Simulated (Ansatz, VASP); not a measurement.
This is a calculation of Al2O3 (Corundum) for Ansatz 0.2.0. 

The input input.yaml:

```yaml
crystal:
  lattice:
    - [2.38025, 1.3742379782, 4.3318666667]
    - [-2.38025, 1.3742379782, 4.3318666667]
    - [0.0, -2.7484759565, 4.3318666667]
  atoms:
    - { symbol: Al, position: [0.85216, 0.85216, 0.85216] }
    - { symbol: Al, position: [0.64784, 0.64784, 0.64784] }
    - { symbol: Al, position: [0.14784, 0.14784, 0.14784] }
    - { symbol: Al, position: [0.35216, 0.35216, 0.35216] }
    - { symbol: O, position: [0.05668, 0.75, 0.44332] }
    - { symbol: O, position: [0.75, 0.44332, 0.05668] }
    - { symbol: O, position: [0.44332, 0.05668, 0.75] }
    - { symbol: O, position: [0.94332, 0.25, 0.55668] }
    - { symbol: O, position: [0.25, 0.55668, 0.94332] }
    - { symbol: O, position: [0.55668, 0.94332, 0.25] }
hamiltonian:
  xc: blyp
  pseudopotentials: { kind: paw }
kpoints:
  mp_grid: { grid: [7, 7, 7] }
scf:
  occupations: { method: fermi_dirac, width: 0.05 }
output:
  forces: true
  stress: true
  write_density: true
  write_potential: true
  elf: true
  volumetric_format: npy
relax:
  f_tol: 0.01
  max_steps: 40
  cell: { stress_tol: 0.05 }
```

Potentials or basis: Ansatz PAW.

Launch:

```console
$ ansatz run input.yaml --threads 4 --pin off --max-ram 11264MiB --backend cpu --events-out ev --progress --plain --runs-dir out
```

Task: Set up the same calculation for VASP 6.6.1. Potentials or basis there: PBE PAW files Al, O, 600 eV.

Result: As run (cutoffs and basis follow the program's own potentials, and thresholds, step limits or extra output files can differ):

File INCAR:

```
  PREC = Accurate
  ENCUT = 600
  EDIFF = 1E-6
  ISMEAR = -1
  SIGMA = 0.05
  LREAL = False
  LASPH = True
  NELM = 80
  ALGO = Normal
  ISIF = 3
  LWAVE = False
  LCHARG = False
  GGA = B5
  ALDAX = 1.0
  AGGAX = 1.0
  AGGAC = 1.0
  ALDAC = 0.0
  IBRION = 2
  NSW = 60
  EDIFFG = -0.01
```

The input KPOINTS:

```
regular mesh
0
Gamma
  7 7 7
```

File POSCAR:

```
Al2O3
1.0
    2.3802500000      1.3742379782      4.3318666667
   -2.3802500000      1.3742379782      4.3318666667
    0.0000000000     -2.7484759565      4.3318666667
Al O
4 6
Direct
    0.8521600000      0.8521600000      0.8521600000
    0.6478400000      0.6478400000      0.6478400000
    0.1478400000      0.1478400000      0.1478400000
    0.3521600000      0.3521600000      0.3521600000
    0.0566800000      0.7500000000      0.4433200000
    0.7500000000      0.4433200000      0.0566800000
    0.4433200000      0.0566800000      0.7500000000
    0.9433200000      0.2500000000      0.5566800000
    0.2500000000      0.5566800000      0.9433200000
    0.5566800000      0.9433200000      0.2500000000
```

Potentials or basis: VASP PAW PBE potentials, release 64 (Al, O).

Command:

```sh
$ cat potpaw_PBE.64/Al/POTCAR potpaw_PBE.64/O/POTCAR > POTCAR
$ mpirun -np 1 vasp_std > vasp.out
```

Both were run:

|  | Ansatz | VASP |
| --- | --- | --- |
| Relaxed volume | 8.90 Å³/atom | 8.92 Å³/atom |
| Relaxed cell | a = 5.211 Å, b = 5.211 Å, c = 5.211 Å, α = 55.25°, β = 55.25°, γ = 55.25° | a = 5.214 Å, b = 5.214 Å, c = 5.214 Å, α = 55.26°, β = 55.26°, γ = 55.26° |
| Space group after relaxing | R-3c (No. 167) | R-3c (No. 167) |
| Pressure after relaxing | 0.0 GPa | -0.1 GPa |

Ansatz's pressure holds a Pulay term of +0.98 GPa for its cutoff of 420 eV, which the other run lacks.

Ansatz's potentials were made for PBE. VASP's potentials were made for PBE.

Where Ansatz's input types no cutoff or centring, it takes its own default and a Γ-centred mesh.

Pressure is positive in compression.
